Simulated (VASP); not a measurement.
# AlRu: Hubbard U by linear response

AlRu, Pm-3m (no. 221), 16 atoms in the cell. PBE, linear-response Hubbard U; PAW potentials Ru_pv, Al (PBE set).

Shifted element: Ru; Shifted shell (l): 2; Cell repeated: 2 × 2 × 2; Shifts (eV): -0.2, -0.15, -0.1, -0.05, 0.05, 0.1, 0.15, 0.2.

## Input

INCAR.step1:
```
PREC = Accurate
ENCUT = 450
EDIFF = 1E-7
NELM = 200
ALGO = Normal
ISMEAR = 1
SIGMA = 0.1
LREAL = F
LASPH = T
LMAXMIX = 4
LORBIT = 11
LWAVE = T
LCHARG = T
GGA = PE
ISPIN = 2
MAGMOM = 0 0 0 0 0 0 0 0 0 0 0 0 0 0 0 0
AMIX = 0.2
BMIX = 1E-4
AMIX_MAG = 0.8
BMIX_MAG = 1E-4
```

INCAR.step2, as INCAR.step1 but for:
```
- LWAVE = T
- LCHARG = T
+ LWAVE = F
+ LCHARG = F
+ LDAU = T
+ LDAUTYPE = 3
+ LDAUL = 2 -1 -1
+ LDAUU = -0.2 0 0
+ LDAUJ = -0.2 0 0
+ LDAUPRINT = 1
+ ISTART = 1
+ ICHARG = 11
```

INCAR.step3, as INCAR.step2 but for:
```
- ICHARG = 11
+ ICHARG = 1
```

INCAR.step4, as INCAR.step3 but for:
```
- LDAUU = -0.2 0 0
- LDAUJ = -0.2 0 0
- ICHARG = 1
+ LDAUU = -0.15 0 0
+ LDAUJ = -0.15 0 0
+ ICHARG = 11
```

INCAR.step5, as INCAR.step4 but for:
```
- ICHARG = 11
+ ICHARG = 1
```

INCAR.step6, as INCAR.step5 but for:
```
- LDAUU = -0.15 0 0
- LDAUJ = -0.15 0 0
- ICHARG = 1
+ LDAUU = -0.1 0 0
+ LDAUJ = -0.1 0 0
+ ICHARG = 11
```

INCAR.step7, as INCAR.step6 but for:
```
- ICHARG = 11
+ ICHARG = 1
```

INCAR.step8, as INCAR.step7 but for:
```
- LDAUU = -0.1 0 0
- LDAUJ = -0.1 0 0
- ICHARG = 1
+ LDAUU = -0.05 0 0
+ LDAUJ = -0.05 0 0
+ ICHARG = 11
```

INCAR.step9, as INCAR.step8 but for:
```
- ICHARG = 11
+ ICHARG = 1
```

INCAR.step10, as INCAR.step9 but for:
```
- LDAUU = -0.05 0 0
- LDAUJ = -0.05 0 0
- ICHARG = 1
+ LDAUU = 0.05 0 0
+ LDAUJ = 0.05 0 0
+ ICHARG = 11
```

INCAR.step11, as INCAR.step10 but for:
```
- ICHARG = 11
+ ICHARG = 1
```

INCAR.step12, as INCAR.step11 but for:
```
- LDAUU = 0.05 0 0
- LDAUJ = 0.05 0 0
- ICHARG = 1
+ LDAUU = 0.1 0 0
+ LDAUJ = 0.1 0 0
+ ICHARG = 11
```

INCAR.step13, as INCAR.step12 but for:
```
- ICHARG = 11
+ ICHARG = 1
```

INCAR.step14, as INCAR.step13 but for:
```
- LDAUU = 0.1 0 0
- LDAUJ = 0.1 0 0
- ICHARG = 1
+ LDAUU = 0.15 0 0
+ LDAUJ = 0.15 0 0
+ ICHARG = 11
```

INCAR.step15, as INCAR.step14 but for:
```
- ICHARG = 11
+ ICHARG = 1
```

INCAR.step16, as INCAR.step15 but for:
```
- LDAUU = 0.15 0 0
- LDAUJ = 0.15 0 0
- ICHARG = 1
+ LDAUU = 0.2 0 0
+ LDAUJ = 0.2 0 0
+ ICHARG = 11
```

INCAR.step17, as INCAR.step16 but for:
```
- ICHARG = 11
+ ICHARG = 1
```

KPOINTS:
```
k-points
0
Gamma
  5 5 5
```

POSCAR:
```
AlRu
1.0
    5.9832000000      0.0000000000      0.0000000000
    0.0000000000      5.9832000000      0.0000000000
    0.0000000000      0.0000000000      5.9832000000
Ru Ru Al
1 7 8
Direct
    0.2500000000      0.2500000000      0.2500000000
    0.2500000000      0.2500000000      0.7500000000
    0.2500000000      0.7500000000      0.2500000000
    0.2500000000      0.7500000000      0.7500000000
    0.7500000000      0.2500000000      0.2500000000
    0.7500000000      0.2500000000      0.7500000000
    0.7500000000      0.7500000000      0.2500000000
    0.7500000000      0.7500000000      0.7500000000
    0.0000000000      0.0000000000      0.0000000000
    0.0000000000      0.0000000000      0.5000000000
    0.0000000000      0.5000000000      0.0000000000
    0.0000000000      0.5000000000      0.5000000000
    0.5000000000      0.0000000000      0.0000000000
    0.5000000000      0.0000000000      0.5000000000
    0.5000000000      0.5000000000      0.0000000000
    0.5000000000      0.5000000000      0.5000000000
```

Commands (each step's output is kept before the next begins):
```
cat potpaw_PBE.64/Ru_pv/POTCAR potpaw_PBE.64/Ru_pv/POTCAR potpaw_PBE.64/Al/POTCAR > POTCAR
cp INCAR.step1 INCAR
mpirun -np 8 vasp_std > vasp.out
cp CHGCAR CHGCAR.0
cp WAVECAR WAVECAR.0
cp INCAR.step2 INCAR
mpirun -np 8 vasp_std > vasp.out
cp CHGCAR.0 CHGCAR
cp WAVECAR.0 WAVECAR
cp INCAR.step3 INCAR
mpirun -np 8 vasp_std > vasp.out
cp CHGCAR.0 CHGCAR
cp WAVECAR.0 WAVECAR
cp INCAR.step4 INCAR
mpirun -np 8 vasp_std > vasp.out
cp CHGCAR.0 CHGCAR
cp WAVECAR.0 WAVECAR
cp INCAR.step5 INCAR
mpirun -np 8 vasp_std > vasp.out
cp CHGCAR.0 CHGCAR
cp WAVECAR.0 WAVECAR
cp INCAR.step6 INCAR
mpirun -np 8 vasp_std > vasp.out
cp CHGCAR.0 CHGCAR
cp WAVECAR.0 WAVECAR
cp INCAR.step7 INCAR
mpirun -np 8 vasp_std > vasp.out
cp CHGCAR.0 CHGCAR
cp WAVECAR.0 WAVECAR
cp INCAR.step8 INCAR
mpirun -np 8 vasp_std > vasp.out
cp CHGCAR.0 CHGCAR
cp WAVECAR.0 WAVECAR
cp INCAR.step9 INCAR
mpirun -np 8 vasp_std > vasp.out
cp CHGCAR.0 CHGCAR
cp WAVECAR.0 WAVECAR
cp INCAR.step10 INCAR
mpirun -np 8 vasp_std > vasp.out
cp CHGCAR.0 CHGCAR
cp WAVECAR.0 WAVECAR
cp INCAR.step11 INCAR
mpirun -np 8 vasp_std > vasp.out
cp CHGCAR.0 CHGCAR
cp WAVECAR.0 WAVECAR
cp INCAR.step12 INCAR
mpirun -np 8 vasp_std > vasp.out
cp CHGCAR.0 CHGCAR
cp WAVECAR.0 WAVECAR
cp INCAR.step13 INCAR
mpirun -np 8 vasp_std > vasp.out
cp CHGCAR.0 CHGCAR
cp WAVECAR.0 WAVECAR
cp INCAR.step14 INCAR
mpirun -np 8 vasp_std > vasp.out
cp CHGCAR.0 CHGCAR
cp WAVECAR.0 WAVECAR
cp INCAR.step15 INCAR
mpirun -np 8 vasp_std > vasp.out
cp CHGCAR.0 CHGCAR
cp WAVECAR.0 WAVECAR
cp INCAR.step16 INCAR
mpirun -np 8 vasp_std > vasp.out
cp CHGCAR.0 CHGCAR
cp WAVECAR.0 WAVECAR
cp INCAR.step17 INCAR
mpirun -np 8 vasp_std > vasp.out
```

## Result

- U (eV): 4.1
- Bare response (electrons/eV): 0.955
- Relaxed response (electrons/eV): 0.193

Electrons in the shifted shell, density kept fixed:

| Shift (eV) | Electrons |
|---|---|
| -0.20 | 6.003 |
| -0.15 | 6.054 |
| -0.10 | 6.105 |
| -0.05 | 6.154 |
| 0.00 | 6.202 |
| 0.05 | 6.249 |
| 0.10 | 6.296 |
| 0.15 | 6.341 |
| 0.20 | 6.385 |

Electrons in the shifted shell, density relaxed:

| Shift (eV) | Electrons |
|---|---|
| -0.20 | 6.164 |
| -0.15 | 6.173 |
| -0.10 | 6.183 |
| -0.05 | 6.193 |
| 0.00 | 6.202 |
| 0.05 | 6.212 |
| 0.10 | 6.222 |
| 0.15 | 6.231 |
| 0.20 | 6.241 |

Limits: The slopes are limited by the printed digits (0.001 electrons) and by how far each density was converged.

VASP 6.6.1 took 412 s on 8 cores (Intel Xeon Platinum 8488C (Sapphire Rapids)), a shared host.
